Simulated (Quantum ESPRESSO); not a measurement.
Wanted: the native input for a Quantum ESPRESSO 7.5 run.

```yaml
Task: band structure
Functional: PBE
Potentials_or_basis: PseudoDojo 0.4.1 SR PBE standard
Cutoff: 1143 eV
Density_cutoff: 4572 eV
k_mesh: 9 × 9 × 9
Occupations: fermi-dirac, width 0.05 eV
Spin: no spin polarisation
Mixing_beta: 0.5
Most_SCF_iterations: 120
SCF_threshold: 4e-10 Ry
```

SrO:

```xyz
2
Lattice="0.0000 2.5663 2.5663 2.5663 0.0000 2.5663 2.5663 2.5663 0.0000" Properties=species:S:1:pos:R:3 pbc="T T T"
Sr    2.5663    2.5663    2.5663
O     0.0000    0.0000    0.0000
```

One way to write it, as run:

pw.in

```
&CONTROL
  calculation = 'scf'
  prefix = 'pwscf'
  outdir = './tmp'
  pseudo_dir = './pseudo'
  tprnfor = .true.
  tstress = .true.
  disk_io = 'low'
/
&SYSTEM
  ibrav = 0
  A = 3.62929627
  nat = 2
  ntyp = 2
  ecutwfc = 84
  nbnd = 14
  occupations = 'smearing'
  smearing = 'fd'
  degauss = 0.00367493
/
&ELECTRONS
  conv_thr = 4d-10
  electron_maxstep = 120
  mixing_beta = 0.5
/
ATOMIC_SPECIES
Sr    87.6200 Sr.upf
O     15.9990 O.upf
CELL_PARAMETERS alat
   0.0000000000    0.7071067802    0.7071067802
   0.7071067802    0.0000000000    0.7071067802
   0.7071067802    0.7071067802    0.0000000000
ATOMIC_POSITIONS alat
Sr     0.7071067802    0.7071067802    0.7071067802
O      0.0000000000    0.0000000000    0.0000000000
K_POINTS automatic
9 9 9 0 0 0
```

bands.in

```
&CONTROL
  calculation = 'bands'
  prefix = 'pwscf'
  outdir = './tmp'
  pseudo_dir = './pseudo'
  disk_io = 'low'
  verbosity = 'high'
/
&SYSTEM
  ibrav = 0
  A = 3.62929627
  nat = 2
  ntyp = 2
  ecutwfc = 84
  nbnd = 14
  occupations = 'smearing'
  smearing = 'fd'
  degauss = 0.00367493
/
&ELECTRONS
  conv_thr = 1d-08
  electron_maxstep = 120
  mixing_beta = 0.5
  diago_full_acc = .true.
/
ATOMIC_SPECIES
Sr    87.6200 Sr.upf
O     15.9990 O.upf
CELL_PARAMETERS alat
   0.0000000000    0.7071067802    0.7071067802
   0.7071067802    0.0000000000    0.7071067802
   0.7071067802    0.7071067802    0.0000000000
ATOMIC_POSITIONS alat
Sr     0.7071067802    0.7071067802    0.7071067802
O      0.0000000000    0.0000000000    0.0000000000
K_POINTS crystal
60
 0.0000000000  0.0000000000  0.0000000000 1
 0.0625000000  0.0000000000  0.0625000000 1
 0.1250000000  0.0000000000  0.1250000000 1
 0.1875000000  0.0000000000  0.1875000000 1
 0.2500000000  0.0000000000  0.2500000000 1
 0.3125000000  0.0000000000  0.3125000000 1
 0.3750000000  0.0000000000  0.3750000000 1
 0.4375000000  0.0000000000  0.4375000000 1
 0.5000000000  0.0000000000  0.5000000000 1
 0.5000000000  0.0625000000  0.5625000000 1
 0.5000000000  0.1250000000  0.6250000000 1
 0.5000000000  0.1875000000  0.6875000000 1
 0.5000000000  0.2500000000  0.7500000000 1
 0.4375000000  0.3125000000  0.7500000000 1
 0.3750000000  0.3750000000  0.7500000000 1
 0.3375000000  0.3375000000  0.6750000000 1
 0.3000000000  0.3000000000  0.6000000000 1
 0.2625000000  0.2625000000  0.5250000000 1
 0.2250000000  0.2250000000  0.4500000000 1
 0.1875000000  0.1875000000  0.3750000000 1
 0.1500000000  0.1500000000  0.3000000000 1
 0.1125000000  0.1125000000  0.2250000000 1
 0.0750000000  0.0750000000  0.1500000000 1
 0.0375000000  0.0375000000  0.0750000000 1
 0.0000000000  0.0000000000  0.0000000000 1
 0.0625000000  0.0625000000  0.0625000000 1
 0.1250000000  0.1250000000  0.1250000000 1
 0.1875000000  0.1875000000  0.1875000000 1
 0.2500000000  0.2500000000  0.2500000000 1
 0.3125000000  0.3125000000  0.3125000000 1
 0.3750000000  0.3750000000  0.3750000000 1
 0.4375000000  0.4375000000  0.4375000000 1
 0.5000000000  0.5000000000  0.5000000000 1
 0.5250000000  0.4500000000  0.5250000000 1
 0.5500000000  0.4000000000  0.5500000000 1
 0.5750000000  0.3500000000  0.5750000000 1
 0.6000000000  0.3000000000  0.6000000000 1
 0.6250000000  0.2500000000  0.6250000000 1
 0.5833333333  0.2500000000  0.6666666667 1
 0.5416666667  0.2500000000  0.7083333333 1
 0.5000000000  0.2500000000  0.7500000000 1
 0.5000000000  0.2857142857  0.7142857143 1
 0.5000000000  0.3214285714  0.6785714286 1
 0.5000000000  0.3571428571  0.6428571429 1
 0.5000000000  0.3928571429  0.6071428571 1
 0.5000000000  0.4285714286  0.5714285714 1
 0.5000000000  0.4642857143  0.5357142857 1
 0.5000000000  0.5000000000  0.5000000000 1
 0.4821428571  0.4821428571  0.5357142857 1
 0.4642857143  0.4642857143  0.5714285714 1
 0.4464285714  0.4464285714  0.6071428571 1
 0.4285714286  0.4285714286  0.6428571429 1
 0.4107142857  0.4107142857  0.6785714286 1
 0.3928571429  0.3928571429  0.7142857143 1
 0.3750000000  0.3750000000  0.7500000000 1
 0.6250000000  0.2500000000  0.6250000000 1
 0.5937500000  0.1875000000  0.5937500000 1
 0.5625000000  0.1250000000  0.5625000000 1
 0.5312500000  0.0625000000  0.5312500000 1
 0.5000000000  0.0000000000  0.5000000000 1
```

Potentials or basis: PseudoDojo 0.4.1 SR PBE standard.

Command:

```bash
$ OMP_NUM_THREADS=1 pw.x -in pw.in > pw.out
$ OMP_NUM_THREADS=1 pw.x -in bands.in > bands.out
```

Results of the run:

- Pressure: 3.1 GPa
- Band gap on the k mesh: 3.38 eV, indirect (least direct gap 3.46 eV)
- Band gap along the path: 3.32 eV, indirect (least direct gap 3.39 eV)

Run time: 70 s on 1 thread of Intel(R) Xeon(R) Platinum 8375C CPU @ 2.90GHz (Ice Lake), with other jobs on the host, peak memory 0.09 GiB.
